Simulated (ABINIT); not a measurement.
# AgBr (Bromargyrite): a self-consistent loop beyond G0W0, cycle by cycle

Aim: iterate the self-energy on AgBr (Bromargyrite) and follow the gap from cycle to cycle.

Calculated with ABINIT 10.8.3; PBE and many-body steps on it, plane waves.

**1. The starting structure**

The structure is cubic, space group Fm-3m (No. 225). Conventional cell: a = 5.774 Å, b = 5.774 Å, c = 5.774 Å, α = 90.00°, β = 90.00°, γ = 90.00°. Nearest to Ag lie 6 Br at 2.89 Å. Br has 6 Ag at 2.89 Å nearest. Farther neighbours and most contacts between anions are not listed.

The cell and positions come from the Crystallography Open Database and are kept as given unless a step says otherwise.

**2. Empty states on the mesh, 4×4×4 mesh, 147 bands**

This step: ABINIT 10.8.3; DFT, PBE, plane waves, norm-conserving pseudopotentials.

The sums over transitions need many empty states on a uniform mesh; this step solves for them.

Input file run.abi:

```
acell 3*1.0 Angstrom
rprim 
  0.000000000000 2.887250000000 2.887250000000
  2.887250000000 0.000000000000 2.887250000000
  2.887250000000 2.887250000000 0.000000000000
ntypat 2
znucl 47 35
natom 2
typat 1 2
xred 
  0.000000000000 0.000000000000 0.000000000000
  0.500000000000 0.500000000000 0.500000000000
pp_dirpath "pseudos"
pseudos "Ag.upf, Br.upf"
ecut 37
ngkpt 4 4 4
nshiftk 1
shiftk 0 0 0
kptopt 1
chksymbreak 0
irdden 1
istwfk *1
nband 147
prtvol 0
optdriver 6
gwr_task "HDIAGO"
paral_kgb 0
occopt 1
indata_prefix "in"
outdata_prefix "out"
tmpdata_prefix "tmp"
```

Command:

```bash
> OMP_NUM_THREADS=1 mpirun -n 8 abinit run.abi > log
```

Output:

```text
.Version 10.8.3 of ABINIT. v10.8.2 released Aug 2026.

 Symmetries : space group Fm -3 m (#225); Bravais cF (face-center cubic)
[... echo of the input left out ...]
== DATASET  1 ==================================================================
-   mpi_nproc: 8, omp_nthreads: 1 (-1 if OMP is not activated)

--- !DatasetInfo
iteration_state: {dtset: 1, }
dimensions: {natom: 2, nkpt: 8, mband: 147, nsppol: 1, nspinor: 1, nspden: 1, mpw: 3512, }
cutoff_energies: {ecut:  37.0, pawecutdg:  -1.0, }
[...]
Indirect band gap semiconductor
 Fundamental gap:     0.676 (eV)
   VBM:     4.662 (eV) at k: [ 5.0000E-01,  0.0000E+00,  0.0000E+00]
   CBM:     5.338 (eV) at k: [ 0.0000E+00,  0.0000E+00,  0.0000E+00]
 Direct gap:         2.544 (eV) at k: [ 0.0000E+00,  0.0000E+00,  0.0000E+00]

== END DATASET(S) ==============================================================
================================================================================

 -outvars: echo values of variables after computation  --------
           etotal      0.0000000000E+00
            nband         147
             nkpt           8
          spgroup         225
 [... the other variables as echoed above ...]

 Calculation completed.
```

Run time: 30 s. Hardware: 8 MPI ranks of Arm Neoverse V2, shared host; peak memory 5.7 GiB.

Numbers from this step:

```
gap                                                           : 0.6764 eV
k of the valence top                                          : 0.5, 0, 0
k of the conduction bottom                                    : 0, 0, 0
least direct gap                                              : 2.544 eV
k points computed                                             : 8
lowest point of the top converged band, above the valence top : 100.2727 eV
```

On this mesh the gap is 0.676 eV.

The density comes from a self-consistent run that is not shown.

**3. Screening, 4×4×4 mesh, 139 bands, screening to 163.3 eV**

The RPA dielectric matrix is built and inverted for each q.

This step: RPA screening on PBE, plane waves, norm-conserving pseudopotentials.

run.abi, as its differences from that of step 2:

```diff
@@ -20,10 +20,11 @@
 chksymbreak 0
-irdden 1
 istwfk *1
-nband 147
-prtvol 0
-optdriver 6
-gwr_task "HDIAGO"
-paral_kgb 0
 occopt 1
+irdwfk 1
+optdriver 3
+nband 139
+ecuteps 6
+inclvkb 2
+awtr 1
+symchi 1
 indata_prefix "in"
```

Output:

```text
.Version 10.8.3 of ABINIT. v10.8.2 released Aug 2026.

 Symmetries : space group Fm -3 m (#225); Bravais cF (face-center cubic)
[... echo of the input left out ...]
== DATASET  1 ==================================================================
-   mpi_nproc: 8, omp_nthreads: 1 (-1 if OMP is not activated)

--- !DatasetInfo
iteration_state: {dtset: 1, }
dimensions: {natom: 2, nkpt: 8, mband: 139, nsppol: 1, nspinor: 1, nspden: 1, mpw: 3512, }
cutoff_energies: {ecut:  37.0, pawecutdg:  -1.0, }
electrons: {nelect:   2.60000000E+01, charge:   0.00000000E+00, occopt:   1.00000000E+00, tsmear:   1.00000000E-02, }

 SCREENING: Calculation of the susceptibility and dielectric matrices

 Based on a program developped by R.W. Godby, V. Olevano, G. Onida, and L. Reining.
 Incorporated in ABINIT by V. Olevano, G.-M. Rignanese, and M. Torrent.
.Using double precision arithmetic ; gwpc =  8

[... cell and pseudopotentials left out ...]
--------------------------------------------------------------------------------

 ==== K-mesh for the wavefunctions ====
 Number of points in the irreducible wedge :     8
[... list of points left out ...]
 Together with 48 symmetry operations and time-reversal symmetry
 yields    64 points in the full Brillouin Zone.

 ==== Q-mesh for the screening function ====
 Number of points in the irreducible wedge :     8
[... list of points left out ...]
 Together with 48 symmetry operations and time-reversal symmetry
 yields    64 points in the full Brillouin Zone.

 setmesh: FFT mesh size selected  =    30x   30x   30
          total number of points  =        27000

 vcoul_init : cutoff-mode = AUXILIARY_FUNCTION
 q-points for optical limit:   1
     1)      0.000010    0.000020    0.000030

- screening: taking advantage of time-reversal symmetry
- Maximum band index for partially occupied states nbvw = 13
- Remaining bands to be divided among processors   nbcw = 126
- Number of bands treated by each node ~15

 Number of electrons calculated from density =   26.0000; Expected =   26.0000
 average of density, n =  0.080038
 r_s =    1.4395
 omega_plasma =   27.2899 [eV]

 calculating chi0 at frequencies [eV] :
  1    0.000000E+00    0.000000E+00
  2    0.000000E+00    2.728993E+01

--------------------------------------------------------------------------------
  q-point number  1        q = ( 0.000000, 0.000000, 0.000000) [r.l.u.]
--------------------------------------------------------------------------------
[... chi0 elements left out ...]
 For q-point:  0.000010 0.000020 0.000030
  dielectric constant =   6.7221
  dielectric constant without local fields =   7.2729

  Average fulfillment of the sum rule on Im[epsilon] for q-point    1 :     75.02  [%]
[... wings left out ...]
  q-point number  2        q = ( 0.250000, 0.000000, 0.000000) [r.l.u.]
--------------------------------------------------------------------------------
[... chi0 elements left out ...]
  Average fulfillment of the sum rule on Im[epsilon] for q-point    2 :     85.93  [%]

 [... 6 further q-points ...]
```

It took 20 s on 8 MPI ranks; peak memory 1.6 GiB; 2.6 min of CPU time.

Numbers from this step:

```yaml
eps_infinity_with_local_fields_on_this_mesh_along_the_program_s_q_direction: 6.722
the_same_without_local_fields: 7.273
plasma_frequency: 27.29 eV
plane_waves_in_the_screening_matrix: 259
```

Local fields lower ε∞ by 8 %. On a Γ-centred mesh this coarse the value itself is usually too large, while a short band sum pulls it down.

**4. G0W0**

The self-energy is evaluated for the states that the input lists, and the levels follow from it, in one-shot runs by the linearised quasiparticle equation.

This step: G0W0 on PBE, plane waves, norm-conserving pseudopotentials.

run.abi, as its differences from that of step 3:

```diff
@@ -23,8 +23,17 @@
 irdwfk 1
-optdriver 3
+optdriver 4
 nband 139
+gwcalctyp 0
+ecutsigx 37
+symsigma 1
+nkptgw 2
+kptgw 
+  0.5000000000 0.0000000000 0.0000000000
+  0.0000000000 0.0000000000 0.0000000000
+bdgw 
+  12 15
+  11 17
 ecuteps 6
-inclvkb 2
-awtr 1
-symchi 1
+irdscr 1
+ppmodel 1
 indata_prefix "in"
```

Output:

```text
.Version 10.8.3 of ABINIT. v10.8.2 released Aug 2026.

 Symmetries : space group Fm -3 m (#225); Bravais cF (face-center cubic)
[... echo of the input left out ...]
== DATASET  1 ==================================================================
-   mpi_nproc: 8, omp_nthreads: 1 (-1 if OMP is not activated)

--- !DatasetInfo
iteration_state: {dtset: 1, }
dimensions: {natom: 2, nkpt: 8, mband: 139, nsppol: 1, nspinor: 1, nspden: 1, mpw: 3512, }
cutoff_energies: {ecut:  37.0, pawecutdg:  -1.0, }
electrons: {nelect:   2.60000000E+01, charge:   0.00000000E+00, occopt:   1.00000000E+00, tsmear:   1.00000000E-02, }

 SIGMA: Calculation of the GW corrections

 Based on a program developped by R.W. Godby, V. Olevano, G. Onida, and L. Reining.
 Incorporated in ABINIT by V. Olevano, G.-M. Rignanese, and M. Torrent.
.Using double precision arithmetic ; gwpc =  8

[... cell and pseudopotentials left out ...]
--------------------------------------------------------------------------------

 ==== K-mesh for the wavefunctions ====
 Number of points in the irreducible wedge :     8
[... list of points left out ...]
 Together with 48 symmetry operations and time-reversal symmetry
 yields    64 points in the full Brillouin Zone.

 ==== Q-mesh for screening function ====
 Number of points in the irreducible wedge :     8
[... list of points left out ...]
 Together with 48 symmetry operations and time-reversal symmetry
 yields    64 points in the full Brillouin Zone.

 vcoul_init : cutoff-mode = AUXILIARY_FUNCTION
 q-points for optical limit:   1
     1)      0.000010    0.000020    0.000030
 setmesh: FFT mesh size selected  =    45x   45x   45
          total number of points  =        91125

 Number of electrons calculated from density =   26.0000; Expected =   26.0000
 average of density, n =  0.080038
 r_s =    1.4395
 omega_plasma =   27.2899 [eV]

 === KS Band Gaps ===
  >>>> For spin  1
   Minimum direct gap =   2.5442 [eV], located at k-point      :   0.0000  0.0000  0.0000
   Fundamental gap    =   0.6764 [eV], Top of valence bands at :   0.5000  0.0000  0.0000
                                       Bottom of conduction at :   0.0000  0.0000  0.0000
 SIGMA fundamental parameters:
 PLASMON POLE MODEL  1
 number of plane-waves for SigmaX                 3479
 number of plane-waves for SigmaC and W            259
 number of plane-waves for wavefunctions          3479
 number of bands                                   139
 number of independent spin polarizations            1
 number of spinorial components                      1
 number of k-points in IBZ                           8
 number of q-points in IBZ                           8
 number of symmetry operations                      48
 number of k-points in BZ                           64
 number of q-points in BZ                           64
 number of frequencies for dSigma/dE                 9
 frequency step for dSigma/dE [eV]                0.25
 number of omega for Sigma on real axis              0
 max omega for Sigma on real axis  [eV]           0.00
 zcut for avoiding poles [eV]                     0.10

 EPSILON^-1 parameters (SCR file):
 dimension of the eps^-1 matrix on file            259
 dimension of the eps^-1 matrix used               259
 number of plane-waves for wavefunctions          3479
 number of bands                                   139
 number of q-points in IBZ                           8
 number of frequencies                               2
 number of real frequencies                          1
 number of imag frequencies                          1

 matrix elements of self-energy operator (all in [eV])

 Perturbative Calculation

--- !SelfEnergy_ee
iteration_state: {dtset: 1, }
kpoint     : [   0.500,    0.000,    0.000, ]
spin       : 1
KS_gap     :    3.789
QP_gap     :    4.593
Delta_QP_KS:    0.803
data: !SigmaeeData |
     Band     E0 <VxcDFT>   SigX SigC(E0)      Z dSigC/dE  Sig(E)    E-E0       E
       12   4.662 -19.756 -24.013   3.360   0.797  -0.255 -20.471  -0.714   3.948
       13   4.662 -19.756 -24.013   3.360   0.797  -0.255 -20.471  -0.714   3.948
       14   8.451  -8.729  -4.696  -3.926   0.832  -0.203  -8.640   0.089   8.540
       15  11.151 -13.263  -7.266  -5.096   0.797  -0.255 -12.545   0.718  11.869

--- !SelfEnergy_ee
iteration_state: {dtset: 1, }
kpoint     : [   0.000,    0.000,    0.000, ]
spin       : 1
KS_gap     :    2.544
QP_gap     :    3.712
Delta_QP_KS:    1.168
data: !SigmaeeData |
     Band     E0 <VxcDFT>   SigX SigC(E0)      Z dSigC/dE  Sig(E)    E-E0       E
       11   2.794 -13.189 -16.662   2.322   0.797  -0.255 -14.105  -0.916   1.878
       12   2.794 -13.189 -16.662   2.322   0.797  -0.255 -14.105  -0.916   1.878
       13   2.794 -13.189 -16.662   2.322   0.797  -0.255 -14.105  -0.916   1.878
       14   5.338 -10.519  -6.429  -3.785   0.825  -0.212 -10.268   0.251   5.590
       15  14.594 -11.297  -6.448  -4.346   0.819  -0.220 -10.885   0.413  15.007
       16  14.594 -11.297  -6.448  -4.346   0.819  -0.220 -10.885   0.413  15.007
       17  14.594 -11.297  -6.448  -4.346   0.819  -0.220 -10.885   0.413  15.007

== END DATASET(S) ==============================================================
================================================================================

 -outvars: echo values of variables after computation  --------
           etotal      0.0000000000E+00
            nband         139
             nkpt           8
          spgroup         225
 [... the other variables as echoed above ...]

 Calculation completed.
```

The job ended after 7.8 s (8 MPI ranks; peak memory 1.6 GiB; 61 s of CPU time).

This step gave:

```yaml
g0w0_gap_on_the_points_computed: 1.642 eV
starting_gap_on_the_mesh: 0.6764 eV
k_of_the_valence_top: 0.5, 0, 0
k_of_the_conduction_bottom: 0, 0, 0
z_at_the_valence_top: 0.797
z_at_the_conduction_bottom: 0.825
least_direct_g0w0_gap_on_the_computed_points: 3.712 eV
```

The gap on the mesh goes from 0.68 eV to 1.64 eV, a correction of +0.97 eV.

**5. evGW0, cycle 1**

This step: evGW0 on PBE, plane waves, norm-conserving pseudopotentials.

run.abi, as its differences from that of step 4:

```diff
@@ -25,12 +25,24 @@
 nband 139
-gwcalctyp 0
+gwcalctyp 10
 ecutsigx 37
 symsigma 1
-nkptgw 2
+nkptgw 8
 kptgw 
+  0.0000000000 0.0000000000 0.0000000000
+  0.2500000000 0.0000000000 0.0000000000
   0.5000000000 0.0000000000 0.0000000000
-  0.0000000000 0.0000000000 0.0000000000
+  0.2500000000 0.2500000000 0.0000000000
+  0.5000000000 0.2500000000 0.0000000000
+  -0.2500000000 0.2500000000 0.0000000000
+  0.5000000000 0.5000000000 0.0000000000
+  -0.2500000000 0.5000000000 0.2500000000
 bdgw 
-  12 15
-  11 17
+  6 21
+  6 21
+  6 21
+  6 21
+  6 21
+  6 21
+  6 21
+  6 21
 ecuteps 6
```

Output:

```text
.Version 10.8.3 of ABINIT. v10.8.2 released Aug 2026.

 Symmetries : space group Fm -3 m (#225); Bravais cF (face-center cubic)
[... echo of the input left out ...]
== DATASET  1 ==================================================================
-   mpi_nproc: 8, omp_nthreads: 1 (-1 if OMP is not activated)

--- !DatasetInfo
iteration_state: {dtset: 1, }
dimensions: {natom: 2, nkpt: 8, mband: 139, nsppol: 1, nspinor: 1, nspden: 1, mpw: 3512, }
cutoff_energies: {ecut:  37.0, pawecutdg:  -1.0, }
electrons: {nelect:   2.60000000E+01, charge:   0.00000000E+00, occopt:   1.00000000E+00, tsmear:   1.00000000E-02, }

 SIGMA: Calculation of the GW corrections

 Based on a program developped by R.W. Godby, V. Olevano, G. Onida, and L. Reining.
 Incorporated in ABINIT by V. Olevano, G.-M. Rignanese, and M. Torrent.
.Using double precision arithmetic ; gwpc =  8

[... cell and pseudopotentials left out ...]
--------------------------------------------------------------------------------

 ==== K-mesh for the wavefunctions ====
 Number of points in the irreducible wedge :     8
[... list of points left out ...]
 Together with 48 symmetry operations and time-reversal symmetry
 yields    64 points in the full Brillouin Zone.

 ==== Q-mesh for screening function ====
 Number of points in the irreducible wedge :     8
[... list of points left out ...]
 Together with 48 symmetry operations and time-reversal symmetry
 yields    64 points in the full Brillouin Zone.

 vcoul_init : cutoff-mode = AUXILIARY_FUNCTION
 q-points for optical limit:   1
     1)      0.000010    0.000020    0.000030
 setmesh: FFT mesh size selected  =    45x   45x   45
          total number of points  =        91125

 Number of electrons calculated from density =   26.0000; Expected =   26.0000
[...]
spin       : 1
KS_gap     :    3.880
QP_gap     :    5.168
Delta_QP_KS:    1.288
data: !SigmaeeData |
     Band     E_DFT   <VxcDFT>   E(N-1)  <Hhartree>   SigX  SigC[E(N-1)]    Z     dSigC/dE  Sig[E(N)]  DeltaE  E(N)_pert E(N)_diago
[...]
--- !SelfEnergy_ee
iteration_state: {dtset: 1, }
kpoint     : [  -0.250,    0.500,    0.250, ]
spin       : 1
KS_gap     :    5.243
QP_gap     :    6.525
Delta_QP_KS:    1.283
data: !SigmaeeData |
     Band     E_DFT   <VxcDFT>   E(N-1)  <Hhartree>   SigX  SigC[E(N-1)]    Z     dSigC/dE  Sig[E(N)]  DeltaE  E(N)_pert E(N)_diago
[...]
20    19.547   -10.513    19.547    30.060    -4.454    -5.424     0.799    -0.252   -10.006     0.507    20.054    20.182
       21    20.444   -12.150    20.444    32.593    -5.967    -5.533     0.778    -0.286   -11.644     0.505    20.949    21.093

 New Fermi energy :        1.728759E-01 Ha ,    4.704193E+00 eV

 === QP Band Gaps ===
  >>>> For spin  1
   Minimum direct gap =   3.9992 [eV], located at k-point      :   0.0000  0.0000  0.0000
   Fundamental gap    =   1.8779 [eV], Top of valence bands at :   0.5000  0.0000  0.0000
                                       Bottom of conduction at :   0.0000  0.0000  0.0000

 writing QP data on file : out_QPS

 Convergence of QP corrections
 >>>>> For spin  1 <<<<<
.  kptgw no:  1; Maximum DeltaE = (   0.000   0.000) for band index:  3
.  kptgw no:  2; Maximum DeltaE = (   0.413   0.000) for band index:  3
.  kptgw no:  3; Maximum DeltaE = (   0.371  -0.000) for band index:  1
[...]
.  kptgw no:  7; Maximum DeltaE = (   0.375  -0.001) for band index:  1
.  kptgw no:  8; Maximum DeltaE = (   0.508  -0.011) for band index:  3

== END DATASET(S) ==============================================================
================================================================================

 -outvars: echo values of variables after computation  --------
           etotal      0.0000000000E+00
            nband         139
             nkpt           8
          spgroup         225
 [... the other variables as echoed above ...]

 Calculation completed.
```

The job ended after 2.1 min (8 MPI ranks; peak memory 3.1 GiB).

This step gave:

```yaml
quasiparticle_gap_on_the_mesh: 1.878 eV
gap_of_the_density_functional_on_the_mesh: 0.6764 eV
k_of_the_valence_top: 0.5, 0, 0
k_of_the_conduction_bottom: 0, 0, 0
z_at_the_valence_top: 0.797
z_at_the_conduction_bottom: 0.825
least_direct_quasiparticle_gap_on_the_computed_points: 3.999 eV
```

Against G0W0 in ABINIT (4×4×4 mesh, 139 bands, screening to 163.3 eV, Godby-Needs plasmon pole), the gap moves by +0.236 eV. This first cycle still uses the starting levels; it takes the full correction, at all points of the mesh, and its linearised value is 1.642 eV.

**6. evGW0, cycle 2**

The corrected levels of the last cycle go back in.

run.abi, as its differences from that of step 5:

```diff
@@ -50,2 +50,3 @@
 ppmodel 1
+irdqps 1
 indata_prefix "in"
```

Output:

```text
.Version 10.8.3 of ABINIT. v10.8.2 released Aug 2026.

 Symmetries : space group Fm -3 m (#225); Bravais cF (face-center cubic)
[... echo of the input left out ...]
== DATASET  1 ==================================================================
-   mpi_nproc: 8, omp_nthreads: 1 (-1 if OMP is not activated)

--- !DatasetInfo
iteration_state: {dtset: 1, }
dimensions: {natom: 2, nkpt: 8, mband: 139, nsppol: 1, nspinor: 1, nspden: 1, mpw: 3512, }
cutoff_energies: {ecut:  37.0, pawecutdg:  -1.0, }
[...]
.  kptgw no:  3; Maximum DeltaE = (   0.019   0.000) for band index: 12
[...]
.  kptgw no:  7; Maximum DeltaE = (  -0.036   0.000) for band index: 16
.  kptgw no:  8; Maximum DeltaE = (  -0.045  -0.002) for band index:  2

== END DATASET(S) ==============================================================
================================================================================

 -outvars: echo values of variables after computation  --------
           etotal      0.0000000000E+00
            nband         139
             nkpt           8
          spgroup         225
 [... the other variables as echoed above ...]

 Calculation completed.
```

It took 2.1 min on 8 MPI ranks; peak memory 3.1 GiB.

This step gave:

```yaml
quasiparticle_gap_on_the_mesh: 1.811 eV
gap_of_the_density_functional_on_the_mesh: 0.6764 eV
k_of_the_valence_top: 0.5, 0, 0
k_of_the_conduction_bottom: 0, 0, 0
least_direct_quasiparticle_gap_on_the_computed_points: 3.876 eV
```

Against the cycle before, the gap moves by −0.067 eV.

[end of part 1 of 3]

[Paths, hosts, dates, memory and timing lines, banners, echoed tables and standing remarks are left out of the program output.]

[Logs are printed without paths, hosts, clocks, repeated set-up lines and the standing remarks that a program may print on its own settings, such as how far it seeks lower states.]

[Runs of the session that timed out or met a known fault of the program may be left out.]

[Hosts, paths, dates, database ids (printed as entryN), source tags and the programs' standing remarks are cut or masked in the printed files.]

[G0W0 gaps are taken among the corrected bands and points alone; a level outside them can change the order at an edge.]

[Where Ansatz stands beside ABINIT at settings called matched, ABINIT's density can come from a denser mesh and the files from another edition; pairs whose starting gaps differed by over 0.03 eV were left out, so agreement reads better than it is.]
